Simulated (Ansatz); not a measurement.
## Where the states of SiC lie

```cif
data_structure
_symmetry_space_group_name_H-M 'P 1'
_symmetry_Int_Tables_number 1
_cell_length_a 2.8704
_cell_length_b 2.8704
_cell_length_c 2.8704
_cell_angle_alpha 60.000
_cell_angle_beta 60.000
_cell_angle_gamma 60.000
_cell_volume 16.72
loop_
_atom_site_label
_atom_site_type_symbol
_atom_site_fract_x
_atom_site_fract_y
_atom_site_fract_z
_atom_site_occupancy
Si1 Si 0.00000 0.00000 0.00000 1
C1 C 0.50000 0.50000 0.50000 1
```

The runs use the primitive cell with vectors (0.000, 2.030, 2.030), (2.030, 0.000, 2.030), (2.030, 2.030, 0.000) Å, to which the k mesh refers.

The cell was built from the rocksalt type and relaxed in the same program, and has space group Fm-3m; it needn't be a known or the stable phase.

Theory: DFT, PBE, all-electron LAPW, scalar-relativistic (Ansatz 0.2.0).

Sampling and basis: a Γ-centred 13×13×13 k mesh, Fermi–Dirac smearing of 0.05 eV, basis error target 0.25 meV/atom, no spin polarisation.

States per eV and cell, averaged over 0.4 eV, from -12.6 to 5.6 eV, with energies (bin centres) from the Fermi level; empty bins are left out. 

| E (eV) | total |
| --- | --- |
| -12.5 | 0.41 |
| -12.1 | 0.38 |
| -11.7 | 0.39 |
| -11.3 | 0.34 |
| -10.9 | 0.15 |
| -10.5 | 0.17 |
| -10.1 | 0.22 |
| -9.7 | 0.29 |
| -9.3 | 0.41 |
| -8.9 | 0.68 |
| -8.5 | 0.63 |
| -8.1 | 0.41 |
| -7.7 | 0.42 |
| -7.3 | 0.52 |
| -6.9 | 0.49 |
| -6.5 | 0.51 |
| -6.1 | 0.58 |
| -5.7 | 0.57 |
| -5.3 | 0.57 |
| -4.9 | 0.65 |
| -4.5 | 0.75 |
| -4.1 | 0.82 |
| -3.7 | 0.78 |
| -3.3 | 0.77 |
| -2.9 | 0.73 |
| -2.5 | 0.73 |
| -2.1 | 0.69 |
| -1.7 | 0.68 |
| -1.3 | 0.65 |
| -0.9 | 0.52 |
| -0.5 | 0.42 |
| -0.1 | 0.33 |
| 0.3 | 0.09 |
| 0.7 | 0.12 |
| 1.1 | 0.16 |
| 1.5 | 0.21 |
| 1.9 | 0.25 |
| 2.3 | 0.29 |
| 2.7 | 0.35 |
| 3.1 | 0.45 |
| 3.5 | 0.61 |
| 3.9 | 0.85 |
| 4.3 | 0.56 |
| 4.7 | 0.44 |
| 5.1 | 0.37 |
| 5.5 | 0.36 |
